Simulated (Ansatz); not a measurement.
**ZnSe: frozen-core PAW against all-electron methods**

```
Zn Se
1.0
     0.00000    2.91881    2.83380
     2.91881    0.00000    2.83380
     2.91881    2.91881    0.00000
Zn Se
1 1
Cartesian
  0.0000 0.0000 0.0000
  4.3782 4.3782 4.2507
```

Atom numbers follow the list: Zn1, Se2.

The cell is COD entry 9008857, as deposited and not checked against the literature; nothing was relaxed. The listed cell was then made from it by scaling, straining or moving an atom.

Methods: DFT, PBE, PAW with Ansatz's default frozen-core files, scalar-relativistic (Ansatz 0.2.0); DFT, PBE, all-electron PAW with datasets made for the crystal, scalar-relativistic (Ansatz 0.2.0); DFT, PBE, all-electron LAPW, scalar-relativistic (Ansatz 0.2.0).

For PAW: a Γ-centred 8×8×8 k mesh, Fermi–Dirac smearing of 0.03 eV, cutoff 420 eV, no spin polarisation. The crystal-made all-electron datasets (AE datasets) take a cutoff of 220 eV at this cell. LAPW targets a basis error of 1 meV/atom. The Ansatz runs share mesh, smearing and spin set-up. Plane-wave (PAW) pressures include the program's estimate of the Pulay term.

Stress and pressure are positive in compression.

The change that made this cell: x and y strained by +3 %, z held.

```
                             quantity    PAW  AE datasets   LAPW
                       pressure (GPa)  -1.34        -1.33  -1.32
                      stress xx (GPa)  -1.67        -1.65  -1.65
                      stress zz (GPa)  -0.69        -0.67  -0.67
                        band gap (eV)  0.989        0.991  0.991
field gradient Vzz at Zn1 (10²¹ V/m²)   0.48         0.49      –
field gradient Vzz at Se2 (10²¹ V/m²)  -1.21        -1.22      –
```
